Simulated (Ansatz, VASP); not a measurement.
## Two plane-wave programs on Al2O3

Contents of INCAR:

```
SYSTEM = Al2O3
PREC = Accurate
ENCUT = 520
EDIFF = 1E-8
ISMEAR = -1
SIGMA = 0.02
LREAL = Auto
LASPH = .True.
NELM = 100
ALGO = Fast
ISIF = 2
LWAVE = .False.
LCHARG = .False.
GGA = PE
LEFG = .True.
NBANDS = 64
```

KPOINTS

```
regular mesh
0
Gamma
  3 5 5
  0 0 0
```

POSCAR

```
Al2O3
1.0
    7.0899410000      0.0000000000      0.0000000000
    0.0000000000      4.8469330000      0.0000000000
    0.0000000000      0.0000000000      4.9854040000
Al O
8 12
Direct
    0.3903950000      0.2521520000      0.0305140000
    0.6096050000      0.2521520000      0.4694860000
    0.1096050000      0.2478480000      0.5305140000
    0.8903950000      0.2478480000      0.9694860000
    0.6096050000      0.7478480000      0.9694860000
    0.3903950000      0.7478480000      0.5305140000
    0.8903950000      0.7521520000      0.4694860000
    0.1096050000      0.7521520000      0.0305140000
    0.6540020000      0.1070210000      0.1019760000
    0.3459980000      0.1070210000      0.3980240000
    0.8459980000      0.3929790000      0.6019760000
    0.1540020000      0.3929790000      0.8980240000
    0.3459980000      0.8929790000      0.8980240000
    0.6540020000      0.8929790000      0.6019760000
    0.1540020000      0.6070210000      0.3980240000
    0.8459980000      0.6070210000      0.1019760000
    0.0000000000      0.0494040000      0.2500000000
    0.5000000000      0.4505960000      0.7500000000
    0.0000000000      0.9505960000      0.7500000000
    0.5000000000      0.5494040000      0.2500000000
```

Input for Ansatz:

```yaml
crystal:
  lattice:
    - [7.089941, 0.0, 0.0]
    - [0.0, 4.846933, 0.0]
    - [0.0, 0.0, 4.985404]
  atoms:
    - { symbol: Al, position: [0.390395, 0.252152, 0.030514] }
    - { symbol: Al, position: [0.609605, 0.252152, 0.469486] }
    - { symbol: Al, position: [0.109605, 0.247848, 0.530514] }
    - { symbol: Al, position: [0.890395, 0.247848, 0.969486] }
    - { symbol: Al, position: [0.609605, 0.747848, 0.969486] }
    - { symbol: Al, position: [0.390395, 0.747848, 0.530514] }
    - { symbol: Al, position: [0.890395, 0.752152, 0.469486] }
    - { symbol: Al, position: [0.109605, 0.752152, 0.030514] }
    - { symbol: O, position: [0.654002, 0.107021, 0.101976] }
    - { symbol: O, position: [0.345998, 0.107021, 0.398024] }
    - { symbol: O, position: [0.845998, 0.392979, 0.601976] }
    - { symbol: O, position: [0.154002, 0.392979, 0.898024] }
    - { symbol: O, position: [0.345998, 0.892979, 0.898024] }
    - { symbol: O, position: [0.654002, 0.892979, 0.601976] }
    - { symbol: O, position: [0.154002, 0.607021, 0.398024] }
    - { symbol: O, position: [0.845998, 0.607021, 0.101976] }
    - { symbol: O, position: [0.0, 0.049404, 0.25] }
    - { symbol: O, position: [0.5, 0.450596, 0.75] }
    - { symbol: O, position: [0.0, 0.950596, 0.75] }
    - { symbol: O, position: [0.5, 0.549404, 0.25] }
kpoints:
  mp_grid: { grid: [3, 5, 5] }
scf:
  occupations: { method: fermi_dirac, width: 0.02 }
hamiltonian:
  xc: pbe
  pseudopotentials: { kind: paw }
output:
  forces: true
  stress: true
  populations: true
  efg:
    quadrupole_moments_barn: { Al: 0.1466, O: -0.02558 }
    contact_densities: true
```

Measurements of this composition are mostly on another form, of space group No. 167.

Alike in both runs: task electric field gradients; functional PBE; k mesh 3 × 5 × 5; occupations fermi-dirac, width 0.02 eV; no spin polarisation.

|  | VASP | Ansatz |
| --- | --- | --- |
| version | VASP 6.6.1 | Ansatz 0.2.0 |
| potentials or method | VASP PAW PBE potentials, release 64 (Al, O) | plane-wave PAW, scalar-relativistic |
| plane-wave cutoff (eV) | 520 | 420 |
| valence electrons in the cell | 96 | 96 |

VASP gave:

```
gap on the k mesh at the Fermi level (eV)                      : 5.31
pressure (GPa)                                                 : 0.0
largest component of the traceless stress (GPa)                : 0.04
rms of the force components (eV/Å)                             : 0.002
Vzz of the field gradient on the site that differs most (V/Å²) : -28.5
```

Problem. Estimate Ansatz's values.

Solution. gap on the k mesh at the Fermi level (eV): 5.32; pressure (GPa): 0.2; largest component of the traceless stress (GPa): 0.06; rms of the force components (eV/Å): 0.003; Vzz of the field gradient on the site that differs most (V/Å²): -29.3.

Atom by atom the forces differ by 0.003 eV/Å (rms over components).

As with any semilocal functional, this PBE gap is likely too small.
